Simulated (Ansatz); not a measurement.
The reference is ZnTe in the zinc blende structure (space group F-43m, No. 216; a = 6.179 Å). Axes: x, y, z lie along the cube axes.

(Cell as relaxed with PBE.)

Levels (all Ansatz, a quantum-chemistry and plane-wave program, PAW): PBE (420 eV, scalar-relativistic without spin-orbit coupling); r2SCAN (500 eV, scalar-relativistic without spin-orbit coupling).

Each level relaxes its own structure.

```
base                      PBE    r2SCAN
-------------------  --------  --------
volume per atom      29.49 Å³  28.56 Å³
lattice parameter a   6.179 Å   6.113 Å
band gap              1.08 eV   1.79 eV
```

Now apply this change: biaxial strain −4.07 %, plane normal [110], relaxed out of plane (Cartesian); in-plane vectors clamped, the third vector and the atoms free.

```csv
quantity,PBE,r2SCAN
band gap,1.06 eV,___
shift of the gap caused by the change,-0.02 eV,___
energy relative to the base (free energy F),+27 meV/atom,___
"valence-band top at Γ (three highest levels, from the VBM)","0.00, -0.17, -0.45 eV",___
```

Predict the r2SCAN column.


- band gap, r2SCAN: 1.61 eV
- shift of the gap caused by the change, r2SCAN: -0.18 eV
- energy relative to the base (free energy F), r2SCAN: +30 meV/atom
- valence-band top at Γ (three highest levels, from the VBM), r2SCAN: 0.00, -0.19, -0.50 eV

PBE's band gap lies 0.556 eV below r2SCAN's; PBE's shift of the gap caused by the change lies 0.16 eV above r2SCAN's; PBE's energy relative to the base lies 2.6 meV/atom below r2SCAN's. Neither level is exact; r2SCAN is the comparison here, not a measurement.

Spin-orbit coupling, missing from the scalar runs, can matter with Te. Whether these cells are dynamically stable was not tested.
